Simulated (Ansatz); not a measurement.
The system is TiSi2.

```
CELL_PARAMETERS angstrom
-1.47287 1.71213 4.21208
1.47287 -1.71213 4.21208
1.47287 1.71213 -4.21208
ATOMIC_POSITIONS crystal
Ti 0.00000 0.00000 0.00000
Si 0.67008 0.67008 0.00000
Si 0.32992 0.32992 0.00000
```

The cell comes from a database or a generator and needn't be the stable form of this composition.

Base run:

| Item | Value |
| --- | --- |
| Program | Ansatz 0.2.0 |
| Functional | PBEsol |
| Potentials or basis | Ansatz PAW |
| Cutoff | 420 eV |
| Density cutoff | 1680 eV |
| k mesh | 12 × 12 × 12 |
| Occupations | fermi-dirac, width 0.05 eV |
| Spin | no spin polarisation |

Its results: band gap on the k mesh none (metal or under the smearing width); pressure -3.6 GPa; largest force 0.067 eV/Å.

**Question.** The run is repeated on the same cell with these changes: functional from PBEsol to r2SCAN; cutoff from 420 eV to 500 eV; density cutoff from 1680 eV to 2000 eV. What comes out?

**Answer.** Band gap on the k mesh none (metal or under the smearing width); pressure -2.4 GPa; largest force 0.044 eV/Å.

Caveats: the PAW data sets come from PBE, with cores solved anew for the run's functional, which leaves a small shift of forces and pressure.

Not every run made on this cell is shown here.
